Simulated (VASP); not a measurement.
Ge: single point with PBE

**What was measured.**

From “Electronic and optical properties of SixGe1-x-ySny alloys lattice-matched to Ge”, 2021, arxiv:2109.02782, for a bulk crystal of Ge at 293 K: band gap 0.666 eV (indirect).

The system is Ge.

```xyz
2
Lattice="0.0000 2.8289 2.8289 2.8289 0.0000 2.8289 2.8289 2.8289 0.0000" Properties=species:S:1:pos:R:3 pbc="T T T"
Ge    4.2434    4.2434    4.2434
Ge    2.8289    2.8289    2.8289
```

```
Program                : VASP 6.6.1
Task                   : single point
Functional             : PBE
Potentials or basis    : VASP PAW PBE potentials, release 64 (Ge_d)
Cutoff                 : 520 eV
k mesh                 : 8 × 8 × 8
Occupations            : gaussian, width 0.011 eV
Spin                   : no spin polarisation
Further INCAR settings : ALGO = Fast; EDIFF = 1e-06
```

```json
{
 "Pressure": "3.5 GPa",
 "Band gap on the k mesh": "0.03 eV, direct"
}
```

Levels at points of the mesh, in eV from the valence-band top:
```tsv
k point	band 11	band 12	band 13	band 14	band 15	band 16	band 17	band 18
(0.00, 0.00, 0.00)	-12.77	0.00	0.00	0.00	0.03	2.55	2.55	2.55
(0.50, 0.00, 0.00)	-10.68	-7.60	-1.41	-1.41	0.18	3.75	3.75	7.13
(0.50, 0.50, 0.00)	-8.89	-8.89	-3.07	-3.07	0.75	0.75	9.52	9.52
```

It took 15 s on 1 thread of Intel(R) Xeon(R) 6975P-C (Granite Rapids), with other jobs on the host, peak memory 0.15 GiB.

Measured gap of Ge: 0.666 eV (indirect; 293 K; “Electronic and optical properties of SixGe1-x-ySny alloys lattice-matched to Ge”, 2021, arxiv:2109.02782). This calculation gives 0.03 eV (-0.63 eV). 3 values of this kind are on record (0.666 to 0.807 eV); this one was drawn at random among those near their median. Spin-orbit coupling on Ge is left out. The value is that of PBE on a finite k mesh, which can miss the band edges, without temperature or zero-point motion. Semilocal functionals fall short of measured gaps as a rule.
